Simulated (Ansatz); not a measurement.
A strain series on Ge (diamond): epitaxial in the xy plane

Diamond Ge, relaxed with r2SCAN in the plane-wave code Ansatz, then strained (epitaxial in the xy plane; changes of length per length, axes as in the cell below) with the atoms relaxed again within the symmetry that is left. It is cubic, Fd-3m (No. 227); conventional cell a = 5.674 Å, 22.83 Å³ an atom. Ge is surrounded by 4 Ge at 2.46 Å. The values are computed, spin-unpolarised, and not measurements.

```yaml
crystal:
  lattice:
    - [0.00000, 2.83687, 2.83687]
    - [2.83687, 0.00000, 2.83687]
    - [2.83687, 2.83687, 0.00000]
  atoms:
    - { symbol: Ge, position: [0.00000, 0.00000, 0.00000] }
    - { symbol: Ge, position: [0.25000, 0.25000, 0.25000] }
```

Gaps are the least over each mesh (r2SCAN 8×8×8, HSE06 6×6×6 when unstrained) and the special points, which keep their unstrained names; stress is the change from the unstrained cell, compression positive.

```
strain (%)  free normal strain (%)  gap, r2SCAN (eV)  gap, HSE06 (eV)    edges, HSE06  in-plane stress, r2SCAN (GPa)  energy rise, r2SCAN (meV/atom)
     -5.56                   +3.84             0.088            0.468  Γ → Γ–X (0.67)                          +9.70                            70.7
      -5.0                   +3.44             0.166            0.545  Γ → Γ–X (0.67)                          +8.56                            56.5
     -4.94                   +3.40             0.174            0.553  Γ → Γ–X (0.67)                          +8.43                            55.0
     -4.74                   +3.26             0.202            0.580  Γ → Γ–X (0.67)                          +8.03                            50.4
     -4.32                   +2.94             0.260            0.636           Γ → L                          +7.22                            41.5
      -4.0                   +2.74             0.301            0.656           Γ → L                          +6.59                            35.3
       0.0                    0.00             0.362            0.776           Γ → L                           0.00                             0.0
      +1.0                   -0.70             0.144            0.552               Γ                          -1.35                             2.0
     +1.55                   -1.07                 –            0.428               Γ                              –                               –
```

With HSE06 the edges change from Γ → L (indirect) to Γ (direct) between 0.0 and +1.0 %.

The runs are scalar-relativistic, without spin-orbit coupling.

The meshes of the hybrids are coarse, so their gaps aren't converged to the digits shown.
